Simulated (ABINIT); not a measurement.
## Au: equation of state with PBE

The system is Au.

```
CELL_PARAMETERS angstrom
0.00000 2.03500 2.03500
2.03500 0.00000 2.03500
2.03500 2.03500 0.00000
ATOMIC_POSITIONS crystal
Au 0.00000 0.00000 0.00000
```

| Item | Value |
| --- | --- |
| Program | ABINIT 10.8.3 (patched build) |
| Task | equation of state |
| Functional | PBE |
| Potentials or basis | JTH PAW PBE v2.0 |
| Cutoff | 844 eV |
| k mesh | 11 × 11 × 11 |
| Occupations | fermi-dirac, width 0.05 eV |
| Spin | no spin polarisation |
| Fine-grid cutoff | 1442.2 eV |
| Exchange and correlation inside the PAW spheres | full angular mesh (pawxcdev 0, this build's default; the released program takes 1) |

- Equilibrium volume: 17.98 Å³/atom (rough: see the caveat)
- Bulk modulus: 141 GPa (rough)

Energy against volume, from the lowest point:
```tsv
volume (Å³/atom)	energy (meV/atom)
15.843	149.36
16.181	100.77
16.518	63.30
16.855	35.62
17.192	16.51
17.529	4.92
17.866	0.00
```

Run time: 2.1 min on 1 thread of Arm Neoverse V2, on a shared host, peak memory 0.16 GiB.

Caveat: pressures at fixed basis lie under the slope of the energies; the minimum lies outside the volumes run. The run has no spin-orbit coupling, so splittings on Au are missing.
